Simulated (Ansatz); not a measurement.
In, one cell by several methods

```xyz
3
Lattice="1.6696 0.9640 8.2075 -1.6696 0.9640 8.2075 0.0000 -1.9279 8.2075" Properties=species:S:1:pos:R:3 pbc="T T T"
In    0.0000    0.0000    0.0000
In    0.0000    0.0000   19.1565
In    0.0000    0.0000    5.4659
```

Atoms are numbered in the order listed.

The cell is the one relaxed in the Materials Project (mp-1184502), not relaxed further here; entries there can be hypothetical.

Spin–orbit coupling is left out, though it moves levels of the heavy atoms by tenths of an eV or more.

Levels of theory: DFT, PBE, PAW with Ansatz's default frozen-core files, scalar-relativistic (Ansatz 0.2.0); DFT, PBE, all-electron PAW with datasets made for the crystal, scalar-relativistic (Ansatz 0.2.0); DFT, PBE, all-electron LAPW, scalar-relativistic (Ansatz 0.2.0).

For PAW: a Γ-centred 14×14×14 k mesh, Fermi–Dirac smearing of 0.05 eV, cutoff 420 eV, no spin polarisation. The crystal-made all-electron datasets (AE datasets) take a cutoff of 240 eV at this cell. LAPW targets a basis error of 0.5 meV/atom. The Ansatz runs share mesh, smearing and spin set-up. Plane-wave (PAW) pressures include the program's estimate of the Pulay term.

Stress and pressure are positive in compression.

Levels count from the Fermi level.

```tsv
quantity	PAW	AE datasets	LAPW
pressure (GPa)	1.71	1.71	1.71
stress xx (GPa)	1.62	1.62	1.63
stress zz (GPa)	1.87	1.87	1.87
force on In2, z (eV/Å)	-0.017	-0.017	-0.017
highest filled level at T (eV)	-3.377	-3.376	-3.376
lowest empty level at T (eV)	5.753	5.753	5.753
highest filled level at L (eV)	-1.071	-1.071	-1.071
lowest empty level at L (eV)	3.266	3.266	3.266
highest filled level at H2 (eV)	-0.705	-0.705	-0.705
lowest empty level at H2 (eV)	0.734	0.734	0.734
```
